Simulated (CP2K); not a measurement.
Runs of CP2K 2026.2 on MgO2. Symmetry: R-3m, No. 166, trigonal system. The conventional cell has a = 3.210 Å, b = 3.210 Å, c = 10.482 Å, α = 90.00°, β = 90.00°, γ = 120.00°. Mg (site symmetry -3m) is surrounded by 6 O at 2.11 Å. Around O (site symmetry 3m) lie 1 O at 1.49 Å. The cell comes from a database or a generator and needn't be the stable form of this composition.

```csv
level,potentials or basis,smearing,EPS_DEFAULT,NGRIDS,bands added on the path,gap on the mesh (eV),pressure (GPa),largest force (eV/Å)
SCAN,"POTENTIAL_UZH Mg GTH-SCAN-q10, O GTH-SCAN-q6; TZVP-MOLOPT-SCAN-GTH basis",fermi-dirac 0.05 eV,1.0E-9,4,2,2.97,(c),0.09
TB-mBJ,"POTENTIAL_UZH Mg GTH-PBE-q10, O GTH-PBE-q6; TZVP-MOLOPT-PBE-GTH basis",fermi-dirac 0.1 eV,1.0E-9,5,4,3.20,-,-
r2SCAN,"POTENTIAL_UZH Mg GTH-SCAN-q10, O GTH-SCAN-q6; TZVP-MOLOPT-SCAN-GTH basis",fermi-dirac 0.0259 eV,1.0E-10,4,4,(b),-3.1,(a)
TASK,"POTENTIAL_UZH Mg GTH-SCAN-q10, O GTH-SCAN-q6; TZVP-MOLOPT-SCAN-GTH basis",fermi-dirac 0.05 eV,1.0E-9,5,4,3.43,10.2,0.32
```

Alike in all rows: task band structure; no spin polarisation; cell as given; k mesh 10 × 10 × 10.

Q: Estimate the missing entries.

A: (a) 0.08; (b) 2.92; (c) -3.5.

Caveats: the basis of atomic orbitals isn't converged, which shifts pressures, moduli and gaps; the potentials were made for another functional, which shifts forces and pressure (some runs); this is a model potential without an energy functional, so only levels have meaning (some runs).

